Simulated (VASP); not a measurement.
# CuI (F-43m) in VASP: further runs

One crystal, CuI, is run at these levels: PBE+D3(BJ); tasks: relaxation of cell and atoms, electrostatic potential.

Everything below comes from runs of VASP 6.6.1. Logs are shortened: lines on timing, memory, paths and dates and some standing lists are left out, and cuts for length are marked.

### Step 1. The crystal as given

The structure is cubic, space group F-43m (No. 216). Conventional cell: a = 6.000 Å, b = 6.000 Å, c = 6.000 Å, α = 90.00°, β = 90.00°, γ = 90.00°. Around Cu (site symmetry -43m) lie 4 I at 2.60 Å. Around I (site symmetry -43m) lie 4 Cu at 2.60 Å.

The cell was built by a generator and needn't be a form met in nature.

### Step 2. Relaxation of cell and atoms, PBE+D3(BJ)

INCAR reads:

```
PREC = Accurate
ENCUT = 600
EDIFF = 1E-7
ISMEAR = 0
SIGMA = 0.02
LREAL = F
LASPH = T
NELM = 120
ALGO = Normal
ISIF = 3
LWAVE = F
LCHARG = F
GGA = PE
IVDW = 12
IBRION = 2
NSW = 60
EDIFFG = -0.005
```

KPOINTS reads:

```
regular mesh
0
Gamma
  8 8 8
```

POSCAR reads:

```
CuI
1.0
    0.0000000000      3.0000000000      3.0000000000
    3.0000000000      0.0000000000      3.0000000000
    3.0000000000      3.0000000000      0.0000000000
Cu I
1 1
Direct
    0.0000000000      0.0000000000      0.0000000000
    0.2500000000      0.2500000000      0.2500000000
```

Potentials or basis: VASP PAW PBE potentials, release 64 (Cu, I).

Command:

```sh
$ cat potpaw_PBE.64/Cu/POTCAR potpaw_PBE.64/I/POTCAR > POTCAR
$ mpirun -np 1 vasp_std > vasp.out
```

OUTCAR:

```text
PREC = Accurate
   ENCUT = 600
   EDIFF = 1E-7
   ISMEAR = 0
   LREAL = F
   LASPH = T
   NELM = 120
   ISIF = 3
   GGA = PE
   IVDW = 12
   IBRION = 2
   NSW = 60
   EDIFFG = -0.005
 IVDW          = 12

 ion  position               nearest neighbor table
   1  0.000  0.000  0.000-   2 2.60   2 2.60   2 2.60   2 2.60
   2  0.250  0.250  0.250-   1 2.60   1 2.60   1 2.60   1 2.60

  LATTYP: Found a face centered cubic cell.
 ALAT       =     6.0000000000

  Lattice vectors:

 A1 = (   0.0000000000,   3.0000000000,   3.0000000000)
 A2 = (   3.0000000000,   0.0000000000,   3.0000000000)
 A3 = (   3.0000000000,   3.0000000000,   0.0000000000)

Analysis of symmetry for initial positions (statically):
=====================================================================
 Subroutine PRICEL returns:
 Original cell was already a primitive cell.

 Routine SETGRP: Setting up the symmetry group for a
 face centered cubic supercell.

 Subroutine GETGRP returns: Found 24 space group operations
 (whereof 24 operations were pure point group operations)
 out of a pool of 48 trial point group operations.

The static configuration has the point symmetry T_d .

Analysis of symmetry for dynamics (positions and initial velocities):
=====================================================================
 Subroutine PRICEL returns:
 Original cell was already a primitive cell.

 Routine SETGRP: Setting up the symmetry group for a
 face centered cubic supercell.

 Subroutine GETGRP returns: Found 24 space group operations
 (whereof 24 operations were pure point group operations)
 out of a pool of 48 trial point group operations.

The dynamic configuration has the point symmetry T_d .

 Subroutine INISYM returns: Found 24 space group operations
 (whereof 24 operations are pure point group operations),
 and found     1 'primitive' translations

----------------------------------------------------------------------------------------

                                     Primitive cell

  volume of cell :      54.0000

  direct lattice vectors                    reciprocal lattice vectors
     0.000000000  3.000000000  3.000000000    -0.166666667  0.166666667  0.166666667
     3.000000000  0.000000000  3.000000000     0.166666667 -0.166666667  0.166666667
     3.000000000  3.000000000  0.000000000     0.166666667  0.166666667 -0.166666667

  length of vectors
     4.242640687  4.242640687  4.242640687     0.288675135  0.288675135  0.288675135

  position of ions in fractional coordinates (direct lattice)
     0.000000000  0.000000000  0.000000000
     0.250000000  0.250000000  0.250000000

  ion indices of the primitive-cell ions
   primitive index   ion index
                 1           1
                 2           2

----------------------------------------------------------------------------------------

 KPOINTS: regular mesh

Automatic generation of k-mesh.
 Grid dimensions read from file:
 generate k-points for:    8    8    8

 Generating k-lattice:

  Cartesian coordinates                     Fractional coordinates (reciprocal lattice)
    -0.020833333  0.020833333  0.020833333     0.125000000  0.000000000  0.000000000
     0.020833333 -0.020833333  0.020833333     0.000000000  0.125000000  0.000000000
     0.020833333  0.020833333 -0.020833333     0.000000000  0.000000000  0.125000000

  Length of vectors
     0.036084392  0.036084392  0.036084392

  Shift w.r.t. Gamma in fractional coordinates (k-lattice)
     0.000000000  0.000000000  0.000000000

 Subroutine IBZKPT returns following result:
 ===========================================

 Found     29 irreducible k-points:

 Following reciprocal coordinates:
            Coordinates               Weight
  0.000000  0.000000  0.000000      1.000000
  0.125000  0.000000  0.000000      8.000000
  0.250000  0.000000  0.000000      8.000000
  0.375000  0.000000  0.000000      8.000000
  0.500000  0.000000  0.000000      4.000000
  0.125000  0.125000  0.000000      6.000000
[... 16 lines left out ...]
  0.500000  0.250000  0.125000     48.000000
 -0.375000  0.250000  0.125000     24.000000
 [... further k-points ...]
   k-points           NKPTS =     29   k-points in BZ     NKDIM =     29   number of bands    NBANDS=     13
   number of dos      NEDOS =    301   number of ions     NIONS =      2
   total plane-waves  NPLWV =  46656
   dimension x,y,z NGX =    36 NGY =   36 NGZ =   36
   dimension x,y,z NGXF=    72 NGYF=   72 NGZF=   72
   ions per type =               1   1
   NGX,Y,Z   is equivalent  to a cutoff of  14.11, 14.11, 14.11 a.u.
   NGXF,Y,Z  is equivalent  to a cutoff of  28.21, 28.21, 28.21 a.u.
 SYSTEM =  unknown system
   PREC   = accura    normal or accurate (medium, high low for compatibility)
   ISTART =      0    job   : 0-new  1-cont  2-samecut
   ICHARG =      2    charge: 1-file 2-atom 10-const
   ISPIN  =      1    spin polarized calculation?
   LNONCOLLINEAR =      F non collinear calculations
   LSORBIT =      F    spin-orbit coupling
   LASPH  =      T    aspherical Exc in radial PAW
   ENCUT  =  600.0 eV  44.10 Ry    6.64 a.u.   8.47  8.47  8.47*2*pi/ulx,y,z
   NELM   =    120;   NELMIN=  2; NELMDL= -5     # of ELM steps
   EDIFF  = 0.1E-06   stopping-criterion for ELM
   LREAL  =      F    real-space projection
   EDIFFG = -.5E-02   stopping-criterion for IOM
   NSW    =     60    number of steps for IOM
   IBRION =      2    ionic relax: 0-MD 1-quasi-New 2-CG
   NFREE  =      1    steps in history (QN), initial steepest desc. (CG)
   ISIF   =      3    stress and relaxation
   ISYM   =      2    0-nonsym 1-usesym 2-fastsym
   POTIM  = 0.5000    time-step for ionic-motion
   TEBEG  =    0.0;   TEEND  =   0.0 temperature during run
   PSTRESS=    0.0 pullay stress
   NELECT =      18.0000    total number of electrons
   NUPDOWN=      -1.0000    fix difference up-down
   EMIN   =  10.00;   EMAX   =-10.00  energy-range for DOS
   EFERMI =   0.00;   METHOD = LEGACY
   ISMEAR =     0;   SIGMA  =   0.02  broadening in eV -4-tet -1-fermi 0-gaus
   EFERMI_NEDOS =   21; number of points for ismear=-14 and -15
   IALGO  =     38    algorithm
   IMIX   =      4    mixing-type and parameters
     AMIX     =   0.40;   BMIX     =  1.00
     AMIX_MAG =   1.60;   BMIX_MAG =  1.00
  volume/ion in A,a.u.               =      27.00       182.20
  Fermi-wavevector in a.u.,A,eV,Ry     =   1.135101  2.145029 17.530477  1.288454
  Thomas-Fermi vector in A             =   2.271805
   LORBIT       =      0    0 simple, 1 ext, 2 COOP (PROOUT), +10 PAW based schemes
   GGA     = PE    functional components
   LHFCALC =     F    Hartree Fock is set to
   AEXX    =    0.0000 exact exchange contribution
   IVDW    =    12    specifies the selected vdW correction
   LEPSILON=     F    determine dielectric tensor
   LRPA    =     F    only Hartree local field effects (RPA)
 conjugate gradient relaxation of ions
 non-spin polarized calculation
 Gauss-broadening in eV      SIGMA  =   0.02
  energy-cutoff  :      600.00
  volume of cell :       54.00
 maximum number of plane-waves:      1826
 NGX is ok and might be reduce to    36
   NGX = 17   NGY = 17   NGZ = 17

--------------------------------------- Ionic step        1  -------------------------------------------

 number of electron      17.9999994 magnetization

 Free energy of the ion-electron system (eV)
  ---------------------------------------------------
  ext. energy  EPLUGINS =         0.00000000
  ---------------------------------------------------
  free energy    TOTEN  =        -5.55070705 eV

  energy without entropy =       -5.55070705  energy(sigma->0) =       -5.55070705

------------------------ aborting loop because EDIFF is reached ----------------------------------------

 Edisp (eV)   -0.70895

 E8    (eV) :    -0.3112

  FORCE on cell =-STRESS in cart. coord.  units (eV):
  Direction    XX          YY          ZZ          XY          YZ          ZX
  --------------------------------------------------------------------------------------
  -------------------------------------------------------------------------------------
  Total      -0.20846    -0.20846    -0.20846    -0.00000     0.00000    -0.00000
  in kB      -6.18514    -6.18514    -6.18514    -0.00000     0.00000    -0.00000
  external pressure =       -6.19 kB  Pullay stress =        0.00 kB

 VOLUME and BASIS-vectors are now :
 -----------------------------------------------------------------------------
  energy-cutoff  :      600.00
  volume of cell :       54.00
      direct lattice vectors                 reciprocal lattice vectors
     0.000000000  3.000000000  3.000000000    -0.166666667  0.166666667  0.166666667
     3.000000000  0.000000000  3.000000000     0.166666667 -0.166666667  0.166666667
     3.000000000  3.000000000  0.000000000     0.166666667  0.166666667 -0.166666667
[... 41 lines left out ...]
 POSITION                                       TOTAL-FORCE (eV/Angst)
 -----------------------------------------------------------------------------------
      0.00000      0.00000      0.00000         0.000000     -0.000000      0.000000
      1.49246      1.49246      1.49246        -0.000000      0.000000     -0.000000
 -----------------------------------------------------------------------------------
    total drift:                               -0.000000     -0.000000     -0.000000

  FREE ENERGIE OF THE ION-ELECTRON SYSTEM (eV)
  ---------------------------------------------------
  free  energy   TOTEN  =        -6.2610940401 eV

  energy  without entropy=       -6.2610940401  energy(sigma->0) =       -6.26109404

--------------------------------------- Ionic step        3  -------------------------------------------

 number of electron      17.9999991 magnetization

 Free energy of the ion-electron system (eV)
  ---------------------------------------------------
  ext. energy  EPLUGINS =         0.00000000
  ---------------------------------------------------
  free energy    TOTEN  =        -5.54117333 eV

  energy without entropy =       -5.54117333  energy(sigma->0) =       -5.54117333

 E-fermi :   5.0307     XC(G=0):  -9.1472

 val. band max:        4.9275640324   @ k =   0.0000   0.0000   0.0000
 cond. band min:       6.1952935801   @ k =   0.0000   0.0000   0.0000
 fundamental gap:      1.2677295477
 Fermi energy:         5.0306880888

 k-point     1 :       0.0000    0.0000    0.0000
  band No.  band energies     occupation
      1      -9.3252      2.00000
      2       1.0805      2.00000
      3       1.0805      2.00000
      4       1.0805      2.00000
      5       2.8840      2.00000
      6       2.8840      2.00000
      7       4.9276      2.00000
      8       4.9276      2.00000
      9       4.9276      2.00000
     10       6.1953      0.00000
     11       9.7501      0.00000
     12       9.7501      0.00000
     13       9.7501      0.00000

 k-point     2 :       0.1250    0.0000    0.0000
  band No.  band energies     occupation
      1      -9.2448      2.00000
      2       0.7836      2.00000
      3       1.0881      2.00000
      4       1.0881      2.00000
      5       2.8771      2.00000
      6       2.8771      2.00000
      7       4.2543      2.00000
      8       4.7986      2.00000
      9       4.7986      2.00000
     10       6.8960      0.00000
     11       9.6935      0.00000
[... 339 lines left out ...]
 k-point    24 :      -0.3750    0.2500    0.1250
  band No.  band energies     occupation
      1      -8.6008      2.00000
      2      -0.6551      2.00000
      3       0.5315      2.00000
      4       1.0704      2.00000
      5       2.8136      2.00000
      6       2.8954      2.00000
      7       3.0195      2.00000
      8       3.4881      2.00000
      9       3.8155      2.00000
     10       8.5192      0.00000
     11       9.5476      0.00000
     12      11.2080      0.00000
     13      12.4409      0.00000

 [... further k-points ...]

------------------------ aborting loop because EDIFF is reached ----------------------------------------

 Edisp (eV)   -0.71993

 E8    (eV) :    -0.3162

  FORCE on cell =-STRESS in cart. coord.  units (eV):
  Direction    XX          YY          ZZ          XY          YZ          ZX
  --------------------------------------------------------------------------------------
  -------------------------------------------------------------------------------------
  Total      -0.00060    -0.00060    -0.00060     0.00000    -0.00000     0.00000
  in kB      -0.01805    -0.01805    -0.01805     0.00000    -0.00000     0.00000
  external pressure =       -0.02 kB  Pullay stress =        0.00 kB

 VOLUME and BASIS-vectors are now :
 -----------------------------------------------------------------------------
  energy-cutoff  :      600.00
  volume of cell :       53.27
      direct lattice vectors                 reciprocal lattice vectors
     0.000000000  2.986368873  2.986368873    -0.167427408  0.167427408  0.167427408
     2.986368873  0.000000000  2.986368873     0.167427408 -0.167427408  0.167427408
     2.986368873  2.986368873 -0.000000000     0.167427408  0.167427408 -0.167427408

 POSITION                                       TOTAL-FORCE (eV/Angst)
 -----------------------------------------------------------------------------------
      0.00000      0.00000      0.00000         0.000000     -0.000000     -0.000000
      1.49318      1.49318      1.49318        -0.000000      0.000000      0.000000
 -----------------------------------------------------------------------------------
    total drift:                               -0.000001     -0.000001     -0.000000

  FREE ENERGIE OF THE ION-ELECTRON SYSTEM (eV)
  ---------------------------------------------------
  free  energy   TOTEN  =        -6.2611071660 eV

  energy  without entropy=       -6.2611071660  energy(sigma->0) =       -6.26110717

 reached required accuracy - stopping structural energy minimisation
```

Run time: 37 s. Hardware: 1 thread of Intel Xeon Platinum 8488C (Sapphire Rapids), shared host; peak memory 0.22 GiB.

What came out:

- Free energy: -6.2611 eV
- Relaxed volume: 26.63 Å³/atom
- Relaxed cell: a = 4.223 Å, b = 4.223 Å, c = 4.223 Å, α = 60.00°, β = 60.00°, γ = 60.00°
- Space group after relaxing (to 0.05 Å): F-43m (No. 216)
- Energy gained by relaxing: 0.7 meV/atom
- Ionic steps: 3
- Pressure after relaxing: 0.0 GPa
- Band gap on the k mesh: 1.27 eV, direct
- Dispersion energy per atom: -0.360 eV

The path:
| step | energy change (eV) | largest force (eV/Å) | pressure (GPa) | volume (Å³) |
| --- | --- | --- | --- | --- |
| 1 | 0.0000 | 0.0000 | -0.62 | 54.00 |
| 2 | -0.0014 | 0.0000 | 0.07 | 53.19 |
| 3 | -0.0014 | 0.0000 | 0.00 | 53.27 |

Final structure:
```xyz
2
Lattice="0.0000 2.9864 2.9864 2.9864 0.0000 2.9864 2.9864 2.9864 0.0000" Properties=species:S:1:pos:R:3 pbc="T T T"
Cu    0.0000    0.0000    0.0000
I     1.4932    1.4932    1.4932
```

Levels at points of the mesh, in eV from the valence-band top:
```tsv
k point	band 7	band 8	band 9	band 10	band 11	band 12
(0.00, 0.00, 0.00)	0.00	0.00	0.00	1.27	4.82	4.82
(0.50, 0.00, 0.00)	-1.97	-0.78	-0.78	2.20	5.37	5.37
(0.50, 0.50, 0.00)	-1.95	-1.66	-1.66	2.62	2.88	9.51
```

Caveat: spin-orbit coupling is left out, which moves the levels of the heavy elements. Expect the measured gap to be larger: semilocal functionals such as PBE lack the derivative discontinuity.

### Step 3. Electrostatic potential, PBE+D3(BJ)

This run uses another cell than the first one, of 26.63 Å³/atom, 0.986 times its volume.

INCAR reads:

```
SYSTEM = CuI
PREC     = Accurate       ! precision mode
ENCUT    = 520            ! plane-wave cutoff, eV
EDIFF    = 1E-7           ! SCF threshold, eV
ISMEAR   = 0              ! smearing method
SIGMA    = 0.02           ! smearing width, eV
LREAL    = .FALSE.        ! projectors in reciprocal space
LASPH    = .TRUE.         ! aspherical terms in the spheres
NELM     = 80             ! most SCF steps
ALGO     = Normal         ! electronic algorithm
ISIF     = 2              ! what is computed and relaxed
LWAVE    = .FALSE.        ! write WAVECAR
LCHARG   = .TRUE.         ! write CHGCAR
GGA      = PE             ! functional
IVDW     = 12             ! dispersion correction
LVHAR    = .TRUE.
```

KPOINTS reads:

```
Automatic mesh
0
G
  8 8 8
  0 0 0
```

POSCAR reads:

```
CuI                                     
1.0
    0.0000000000      2.9863688734      2.9863688734
    2.9863688734      0.0000000000      2.9863688734
    2.9863688734      2.9863688734     -0.0000000000
  Cu              I             
     1     1
Direct
     0.0000000000000000    0.0000000000000000    0.0000000000000000
     0.2500000000000000    0.2500000000000000    0.2500000000000000
```

Potentials or basis: VASP PAW PBE potentials, release 64 (Cu, I).

Command:

```sh
$ cat potpaw_PBE.64/Cu/POTCAR potpaw_PBE.64/I/POTCAR > POTCAR
$ mpirun -np 1 vasp_std > vasp.out
```

Wall time 13 s (1 thread of Intel Xeon Platinum 8488C (Sapphire Rapids), shared host); peak memory 0.19 GiB.

Results (log left out):

```
Free energy                : -6.2610 eV
Pressure                   : 0.0 GPa
Band gap on the k mesh     : 1.27 eV, direct
Dispersion energy per atom : -0.360 eV
```

Levels at points of the mesh, in eV from the valence-band top:
| k point | band 7 | band 8 | band 9 | band 10 | band 11 | band 12 |
| --- | --- | --- | --- | --- | --- | --- |
| (0.00, 0.00, 0.00) | 0.00 | 0.00 | 0.00 | 1.27 | 4.82 | 4.82 |
| (0.50, 0.00, 0.00) | -1.97 | -0.78 | -0.78 | 2.20 | 5.37 | 5.37 |
| (0.50, 0.50, 0.00) | -1.95 | -1.66 | -1.66 | 2.62 | 2.88 | 9.51 |

Caveat: spin-orbit coupling is left out, which moves the levels of the heavy elements.
